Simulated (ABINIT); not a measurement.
Runs of ABINIT 10.8.3 (patched build) on ZrC. The structure is cubic, space group Fm-3m (No. 225). Conventional cell: a = 4.730 Å, b = 4.730 Å, c = 4.730 Å, α = 90.00°, β = 90.00°, γ = 90.00°. Around Zr (site symmetry m-3m) lie 6 C at 2.37 Å. C (site symmetry m-3m) has 6 Zr at 2.37 Å as nearest neighbours. 

| task | level | potentials or basis | k mesh | cutoff (eV) | fine-grid cutoff | mesh quality | gap on the mesh (eV) | pressure (GPa) | V0 of scaled cells (Å³/atom) | B0 (GPa) |
| --- | --- | --- | --- | --- | --- | --- | --- | --- | --- | --- |
| single point | PBE | JTH PAW PBE v2.0 | 6 × 6 × 6 | 544 | 1088.46 eV | coarse | none | -3.1 | - | - |
| single point | LDA | JTH PAW LDA v2.0 | 4 × 4 × 4 | 544 | 1088.46 eV | coarse | none | -13.5 | - | - |
| equation of state | PBE+D3(BJ) | JTH PAW PBE v2.0 | 10 × 10 × 10 | 544 | 1088.46 eV | not flagged | - | - | 12.75 | (a) |
| equation of state | BLYP+D3(BJ) | JTH PAW PBE v2.0 | 10 × 10 × 10 | 544 | 1088.46 eV | not flagged | - | - | 12.78 | 230 |
| equation of state | HCTH407 | JTH PAW PBE v2.0 | 10 × 10 × 10 | 544 | 1088.46 eV | not flagged | - | - | 12.84 | 215 |
| band structure | RPBE | JTH PAW PBE v2.0 | 10 × 10 × 10 | 517 | 1034.03 eV | not flagged | none | 0.1 | - | - |
| equation of state | BP86 | JTH PAW PBE v2.0 | 10 × 10 × 10 | 517 | 1034.03 eV | not flagged | - | - | 13.11 | 219 |
| band structure | PBE | PseudoDojo NC SR PBE v0.4.1 standard | 10 × 10 × 10 | 1116 | - | not flagged | none | (b) | - | - |
| band structure | PBE | SG15 NC PBE v1.2 | 10 × 10 × 10 | 1116 | - | not flagged | none | -2.9 | - | - |
| single point | LDA | JTH PAW LDA v2.0 | 13 × 13 × 13 | 544 | 1088.46 eV | not flagged | none | (c) | - | - |
| single point | PBEsol | JTH PAW PBE v2.0 | 4 × 4 × 4 | 517 | 1034.03 eV | coarse | none | -9.4 | - | - |
| band structure | revPBE | JTH PAW PBE v2.0 | 10 × 10 × 10 | 544 | 1088.46 eV | not flagged | none | -0.8 | - | - |

Alike in all rows: no spin polarisation; cell as given; smearing fermi-dirac 0.05 eV.

Task: Fill in the values left out.

Result: (a) 235; (b) -2.8; (c) -12.7.

Caveats: some runs use coarse meshes; the PAW data sets were made with another functional, which shifts forces and pressure a little (some runs); pressures at fixed basis lie under the slope of the energies (some runs).

A k mesh can miss the band edges, and the runs leave out spin-orbit coupling on Zr.

A gap of «none» marks a metal or a gap under the smearing width.

Not every run made on this cell is shown here.
